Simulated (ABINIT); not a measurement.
**Ru: relaxation of cell and atoms with r2SCAN**

The system is Ru.

```
CELL_PARAMETERS angstrom
2.70580 0.00000 0.00000
-1.35290 2.34329 0.00000
0.00000 0.00000 4.28190
ATOMIC_POSITIONS crystal
Ru 0.66667 0.33333 0.75000
Ru 0.33333 0.66667 0.25000
```

- Program: ABINIT 10.8.3 (patched build)
- Task: relaxation of cell and atoms
- Functional: r2SCAN
- Potentials or basis: JTH PAW PBE v2.0
- Cutoff: 490 eV
- k mesh: 9 × 9 × 5
- Occupations: fermi-dirac, width 0.05 eV
- Spin: no spin polarisation
- Cell freedom (optcell): 2
- Cutoff smearing ecutsm (Ha): 0.5
- Optimiser (ionmov): 22
- Force stop (Ha/bohr): 0.0005
- Fine-grid cutoff: 979.61 eV

```
Relaxed volume                                        : 13.54 Å³/atom
Relaxed cell                                          : a = 2.705 Å, b = 2.705 Å, c = 4.274 Å, α = 90.00°, β = 90.00°, γ = 120.00°
Space group after relaxing (to 0.05 Å)                : P6_3/mmc (No. 194)
Energy gained by relaxing                             : 0.1 meV/atom
Ionic steps                                           : 3
Pressure after relaxing                               : 0.1 GPa
Band gap on the k mesh                                : none (metal or under the smearing width)
Valence electrons inside the program's atomic spheres : Ru 13.72 (radii [1.1697] Å)
```

Stress tensor (GPa, compression positive):
```
 0.11  0.00  0.00
 0.00  0.11  0.00
 0.00  0.00 -0.07
```

Step by step:
```csv
step,energy change (eV),largest force (eV/Å),pressure (GPa),volume (Å³)
1,0.0000,0.0000,-0.77,27.15
2,-0.0002,0.0000,0.04,27.09
3,-0.0003,0.0000,0.05,27.08
```

Final structure:
```cif
data_structure
_symmetry_space_group_name_H-M 'P 1'
_symmetry_Int_Tables_number 1
_cell_length_a 2.7051
_cell_length_b 2.7051
_cell_length_c 4.2739
_cell_angle_alpha 90.000
_cell_angle_beta 90.000
_cell_angle_gamma 120.000
_cell_volume 27.08
loop_
_atom_site_label
_atom_site_type_symbol
_atom_site_fract_x
_atom_site_fract_y
_atom_site_fract_z
_atom_site_occupancy
Ru1 Ru 0.66667 0.33333 0.75000 1
Ru2 Ru 0.33333 0.66667 0.25000 1
```

Levels at points of the mesh, in eV from the Fermi level:
```tsv
k point	band 14	band 15	band 16	band 17	band 18	band 19
(0.00, 0.00, 0.00)	-2.13	-2.13	-1.59	-1.59	1.12	1.12
```

Run time: 2.2 min on 1 thread of Arm Neoverse V2, on a shared host, peak memory 0.13 GiB.

Caveat: the PAW data sets were made with another functional, which shifts forces and pressure a little.
